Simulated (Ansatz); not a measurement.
# CsH: the cost of one run

Program: Ansatz 0.2.0. Level of theory: DFT, plane waves, PAW, no spin polarisation. These are calculated values, not measurements.

### Step 1. The system as given

The cell holds 16 atoms (Cs8H8): a = 9.886 Å, b = 9.886 Å, c = 9.886 Å, α = 60.00°, β = 60.00°, γ = 60.00°.

As a file:

```xyz
16
Lattice="0.0000 6.9903 6.9903 6.9903 0.0000 6.9903 6.9903 6.9903 0.0000" Properties=species:S:1:pos:R:3 pbc="T T T"
Cs    0.0000    0.0000    0.0000
H     1.7476    1.7476    1.7476
Cs    3.4952    3.4952    0.0000
H     5.2428    5.2428    1.7476
Cs    3.4952    0.0000    3.4952
H     5.2428    1.7476    5.2428
Cs    6.9903    3.4952    3.4952
H     8.7379    5.2428    5.2428
Cs    0.0000    3.4952    3.4952
H     1.7476    5.2428    5.2428
Cs    3.4952    6.9903    3.4952
H     5.2428    8.7379    5.2428
Cs    3.4952    3.4952    6.9903
H     5.2428    5.2428    8.7379
Cs    6.9903    6.9903    6.9903
H     8.7379    8.7379    8.7379
```

### Step 2. Run 1: PBE

input.yaml reads:

```yaml
crystal:
  lattice:
    - [0.0, 6.9903492402, 6.9903492402]
    - [6.9903492402, 0.0, 6.9903492402]
    - [6.9903492402, 6.9903492402, 0.0]
  atoms:
    - { symbol: Cs, position: [0.0, 0.0, 0.0] }
    - { symbol: H, position: [0.125, 0.125, 0.125] }
    - { symbol: Cs, position: [0.0, 0.0, 0.5] }
    - { symbol: H, position: [0.125, 0.125, 0.625] }
    - { symbol: Cs, position: [0.0, 0.5, 0.0] }
    - { symbol: H, position: [0.125, 0.625, 0.125] }
    - { symbol: Cs, position: [0.0, 0.5, 0.5] }
    - { symbol: H, position: [0.125, 0.625, 0.625] }
    - { symbol: Cs, position: [0.5, 0.0, 0.0] }
    - { symbol: H, position: [0.625, 0.125, 0.125] }
    - { symbol: Cs, position: [0.5, 0.0, 0.5] }
    - { symbol: H, position: [0.625, 0.125, 0.625] }
    - { symbol: Cs, position: [0.5, 0.5, 0.0] }
    - { symbol: H, position: [0.625, 0.625, 0.125] }
    - { symbol: Cs, position: [0.5, 0.5, 0.5] }
    - { symbol: H, position: [0.625, 0.625, 0.625] }
kpoints:
  mp_grid: { grid: [2, 2, 2] }
hamiltonian:
  xc: pbe
scf:
  occupations: { method: fermi_dirac, width: 0.069 }
md:
  ensemble: npt_langevin
  temperature: 800
  timestep: 1.0
  n_steps: 40
  initial_velocities: maxwell_boltzmann
  seed: 2463
```

Started as:

```bash
> ansatz run input.yaml --threads 4 --pin off --max-ram 3686MiB --backend cpu --events-out ev --progress --plain --runs-dir out
```

Q: Estimate wall time and peak memory on 4 threads of Intel Xeon at 2.50GHz (Skylake/Cascade Lake), shared host.

About 5.9 min, with a peak of 1.7 GiB.
